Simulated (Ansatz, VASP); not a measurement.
# Ba: VASP beside Ansatz

Contents of INCAR:

```
SYSTEM = Ba
PREC = Accurate ; ENCUT = 520
EDIFF = 1E-6 ; ISMEAR = 0
SIGMA = 0.15 ; LREAL = .FALSE.
LASPH = .TRUE. ; NELM = 100
ALGO = Fast ; ISIF = 2
LWAVE = .FALSE. ; LCHARG = .FALSE.
GGA = PS ; NBANDS = 11
```

File KPOINTS:

```
regular mesh
0
G
  12 12 14
  0 0 0
```

The input POSCAR:

```
Ba
1.0
    3.8796605000      0.0000000000      0.0000000000
    0.0000000000      3.8796605000      0.0000000000
    0.0000000000      0.0000000000      3.4973728300
Ba
1
Direct
    0.5000000000      0.5000000000      0.5000000000
```

Input for Ansatz:

```yaml
crystal:
  lattice:
    - [3.8796605, 0.0, 0.0]
    - [0.0, 3.8796605, 0.0]
    - [0.0, 0.0, 3.49737283]
  atoms:
    - { symbol: Ba, position: [0.5, 0.5, 0.5] }
basis:
  ecutwfc: 420
kpoints:
  mp_grid: { grid: [12, 12, 14] }
hamiltonian:
  xc: pbesol
scf:
  occupations: { method: gaussian, width: 0.15 }
output:
  forces: true
  stress: true
  eigenvalues: true
```

Change from the starting cell: strain -0.030 along x and y, -0.030 along z, atoms carried along.

Alike in both runs: task single point; functional PBEsol; k mesh 12 × 12 × 14; occupations gaussian, width 0.15 eV; no spin polarisation.

|  | VASP | Ansatz |
| --- | --- | --- |
| version | VASP 6.6.1 | Ansatz 0.2.0 |
| potentials or method | VASP PAW PBE potentials, release 64 (Ba_sv) | scalar-relativistic, plane waves, PAW |
| plane-wave cutoff (eV) | 520 | 420 |
| valence electrons in the cell | 10 | 10 |

```tsv
	VASP	Ansatz	Ansatz less VASP
gap on the k mesh at the Fermi level (eV)	none	none	-
pressure (GPa)	0.8	0.5	-0.31
largest component of the traceless stress (GPa)	2.98	2.80	-0.183
```

A gap of «none» marks a metal or a gap that the smearing closes.

Caveats: the PAW data sets were made with another functional, which shifts forces and pressure a little (VASP). Spin-orbit coupling is left out, which matters for the levels of Ba.
